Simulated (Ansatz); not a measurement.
# HfO2: pressure against volume, fitted

```
CELL_PARAMETERS angstrom
0.00000 2.55750 2.55750
2.55750 0.00000 2.55750
2.55750 2.55750 0.00000
ATOMIC_POSITIONS crystal
Hf 0.00000 0.00000 0.00000
O 0.25000 0.25000 0.25000
O 0.75000 0.75000 0.75000
```

Atom numbers follow the list: Hf1, O2, O3.

The cell is COD entry 9009016, as deposited and not checked against the literature; nothing was relaxed.

No spin–orbit coupling, which matters for the heavy atoms here.

Theory: Ansatz 0.2.0, DFT, PBE, all-electron LAPW, scalar-relativistic.

Sampling and basis: a Γ-centred 9×9×9 k mesh, Fermi–Dirac smearing of 0.01 eV, basis error target 1 meV/atom, no spin polarisation.

The cell is scaled evenly. Fractional coordinates are held (clamped ions).

```json
{"V (Å³/atom)": "10.706", "P (GPa)": "8.04"}
{"V (Å³/atom)": "10.929", "P (GPa)": "2.52"}
{"V (Å³/atom)": "11.041", "P (GPa)": "-0.04"}
{"V (Å³/atom)": "11.152", "P (GPa)": "-2.46"}
{"V (Å³/atom)": "11.264", "P (GPa)": "-4.75"}
{"V (Å³/atom)": "11.375", "P (GPa)": "-6.93"}
{"V (Å³/atom)": "11.598", "P (GPa)": "-10.96"}
{"V (Å³/atom)": "11.821", "P (GPa)": "-14.58"}
```

(1) Fit a third-order Birch–Murnaghan curve to the pressures.

(2) Predict the pressure at the withheld volume, 10.483 Å³/atom.

Results:

(1) P = (3B0/2)(y^(7/2) − y^(5/2))[1 + (3/4)(B0′ − 4)(y − 1)] with y = (V0/V)^(2/3) fits within 0.01 GPa for V0 = 11.039 Å³/atom, B0 = 246.1 GPa and B0′ = 4.23.

(2) There y = 1.0350, so the fit gives 14.19 GPa; the run gave 14.19 GPa.
